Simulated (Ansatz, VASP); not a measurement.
**ZnS (Wurtzite-2H) in VASP and in Ansatz**

The input INCAR:

```
PREC = Accurate ; ENCUT = 520
EDIFF = 1E-7 ; ISMEAR = -1
SIGMA = 0.05 ; LREAL = F
LASPH = T ; NELM = 60
ALGO = Normal ; ISIF = 2
LWAVE = F ; LCHARG = F
GGA = CA ; NBANDS = 26
```

The input KPOINTS:

```
Automatic mesh
0
Gamma
  8 8 5
```

Contents of POSCAR:

```
ZnS
1.0
    3.8857444663      0.0000000000      0.0000000000
   -1.9428722331      3.3651534204      0.0000000000
    0.0000000000      0.0000000000      6.3562663350
Zn S
2 2
Direct
    0.6666666667      0.3333333333      0.5000000000
    0.3333333333      0.6666666667      0.0000000000
    0.6666666667      0.3333333333      0.8850000000
    0.3333333333      0.6666666667      0.3850000000
```

The input input.yaml:

```yaml
crystal:
  lattice:
    - [3.8857444663, 0.0, 0.0]
    - [-1.9428722331, 3.3651534204, 0.0]
    - [0.0, 0.0, 6.356266335]
  atoms:
    - { symbol: Zn, position: [0.6666666667, 0.3333333333, 0.5] }
    - { symbol: Zn, position: [0.3333333333, 0.6666666667, 0.0] }
    - { symbol: S, position: [0.6666666667, 0.3333333333, 0.885] }
    - { symbol: S, position: [0.3333333333, 0.6666666667, 0.385] }
kpoints:
  mp_grid: { grid: [8, 8, 5] }
scf:
  occupations: { method: fermi_dirac, width: 0.05 }
hamiltonian:
  xc: lda
  pseudopotentials: { kind: all_electron, lapw: { basis_error: 0.002 } }
output:
  forces: true
  stress: true
  eigenvalues: true
```

Change from the starting cell: volume scaled by 1.06.

Alike in both runs: task single point; functional LDA; k mesh 8 × 8 × 5; occupations fermi-dirac, width 0.05 eV; no spin polarisation.

|  | VASP | Ansatz |
| --- | --- | --- |
| version | VASP 6.6.1 | Ansatz 0.2.0 |
| potentials or method | VASP PAW LDA potentials, release 64 (Zn, S) | all-electron LAPW, scalar-relativistic |
| plane-wave cutoff (eV) | 520 | see its input |

Ansatz gave:

```
gap on the k mesh at the Fermi level (eV)       : 1.72
least direct gap on the mesh (eV)               : 1.72
pressure (GPa)                                  : -7.3
largest component of the traceless stress (GPa) : 0.52
rms of the force components (eV/Å)              : 0.134
```

Question: What did VASP give for the same quantities?

Answer: gap on the k mesh at the Fermi level (eV): 1.74; least direct gap on the mesh (eV): 1.74; pressure (GPa): -7.2; largest component of the traceless stress (GPa): 0.53; rms of the force components (eV/Å): 0.135.

Atom by atom the forces differ by 0.002 eV/Å (rms over components). Ansatz ran all-electron here, so the differences hold the error of VASP's frozen core and of both bases.
